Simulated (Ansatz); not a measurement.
Ga, one cell by several methods

```xyz
2
Lattice="1.3830 -4.0265 0.0000 1.3830 4.0265 0.0000 -0.1174 0.0000 3.3299" Properties=species:S:1:pos:R:3 pbc="T T T"
Ga    1.3536   -2.9716    0.8325
Ga    1.2949    2.9716    2.4974
```

Atoms are numbered in the order listed.

The structure is an experimental refinement, used without relaxation.

All numbers are computed: DFT, PBEsol, PAW with Ansatz's default frozen-core files, scalar-relativistic (Ansatz 0.2.0); DFT, PBEsol, all-electron PAW with datasets made for the crystal, scalar-relativistic (Ansatz 0.2.0); DFT, PBEsol, all-electron LAPW, scalar-relativistic (Ansatz 0.2.0).

For PAW: a Γ-centred 14×14×11 k mesh, Fermi–Dirac smearing of 0.03 eV, cutoff 420 eV, no spin polarisation; the PAW files were made with PBE, and the program remakes their frozen cores for this functional. The crystal-made all-electron datasets (AE datasets) take a cutoff of 240 eV at this cell. LAPW targets a basis error of 0.5 meV/atom. The Ansatz runs share mesh, smearing and spin set-up. Plane-wave (PAW) pressures include the program's estimate of the Pulay term.

Stress and pressure are positive in compression.

Levels count from the Fermi level.

```json
{"quantity": "pressure (GPa)", "PAW": "-1.88", "AE datasets": "-1.85", "LAPW": "-1.85"}
{"quantity": "stress xx (GPa)", "PAW": "-1.91", "AE datasets": "-1.88", "LAPW": "-1.88"}
{"quantity": "stress yy (GPa)", "PAW": "-1.81", "AE datasets": "-1.78", "LAPW": "-1.78"}
{"quantity": "stress zz (GPa)", "PAW": "-1.91", "AE datasets": "-1.88", "LAPW": "-1.88"}
{"quantity": "stress xz (GPa)", "PAW": "-0.10", "AE datasets": "-0.10", "LAPW": "-0.10"}
{"quantity": "force on Ga1, y (eV/Å)", "PAW": "0.184", "AE datasets": "0.183", "LAPW": "0.183"}
{"quantity": "highest filled level at Y (eV)", "PAW": "-8.606", "AE datasets": "-8.606", "LAPW": "-8.606"}
{"quantity": "lowest empty level at Y (eV)", "PAW": "3.987", "AE datasets": "3.989", "LAPW": "3.989"}
{"quantity": "highest filled level at V2 (eV)", "PAW": "-0.003", "AE datasets": "-0.002", "LAPW": "-0.002"}
{"quantity": "lowest empty level at V2 (eV)", "PAW": "5.770", "AE datasets": "5.773", "LAPW": "5.773"}
{"quantity": "highest filled level at Γ (eV)", "PAW": "-1.629", "AE datasets": "-1.628", "LAPW": "-1.628"}
{"quantity": "lowest empty level at Γ (eV)", "PAW": "1.623", "AE datasets": "1.624", "LAPW": "1.624"}
```

PAW's pressure differs from the LAPW value by -0.03 GPa. Datasets made for the crystal and LAPW share parts of one code, so their agreement isn't an independent check.
